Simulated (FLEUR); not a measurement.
# C under changes of volume

One of the cells (5.672 Å³/atom); the others are scaled copies at fixed shape and fractional positions:

```
C
1.0
     2.52210    0.00000    0.00000
    -1.26105    2.18420    0.00000
     0.00000    0.00000   12.35570
C
12
Direct
  0.66667 0.33333 0.35417
  0.33333 0.66667 0.85417
  0.66667 0.33333 0.14583
  0.33333 0.66667 0.64583
  0.66667 0.33333 0.47917
  0.33333 0.66667 0.97917
  0.66667 0.33333 0.02083
  0.33333 0.66667 0.52083
  0.00000 0.00000 0.81250
  0.00000 0.00000 0.31250
  0.00000 0.00000 0.68750
  0.00000 0.00000 0.18750
```

This is a hexagonal form of diamond, not graphite.

- Program: FLEUR MaX-R8.1 (later development tree)
- Functional: LDA (Moruzzi-Janak-Williams)
- Potentials or basis: all-electron
- Basis: FLAPW
- Kmax: 5.5 1/bohr
- k mesh: 12 × 12 × 3
- Occupations: fermi-dirac, width 0.05 eV
- Spin: no spin polarisation

| volume (Å³/atom) | energy over the lowest point (meV/atom) | gap on the mesh (eV) |
| --- | --- | --- |
| 5.332 | ? | ? |
| 5.445 | 0.00 | 4.46 |
| 5.672 | 3.13 | 4.34 |
| 5.899 | 30.33 | 4.23 |
| 6.012 | 51.64 | 4.18 |

Q: What does the run at 5.332 Å³/atom give?

A: Energy over the lowest point 9.00 meV/atom; gap on the mesh 4.51 eV.

Worked out: A Birch-Murnaghan fit of order 2 (a polynomial in V^(-2/3)) to the other rows has its minimum at 5.53 Å³/atom with B0 = V·E''(V) = 472 GPa at fixed shape and positions, which overstates the stiffness. It gives 9.18 meV/atom at 5.332 Å³/atom, against the run's 9.00. A straight line through the other rows of the gap, of slope -2.83 eV per unit of ln V, extrapolates to 4.52 eV, against the run's 4.51.

Energies are extrapolated to zero smearing.

Caveats: an odd mesh through Γ misses points on the zone boundary, where band edges often lie.
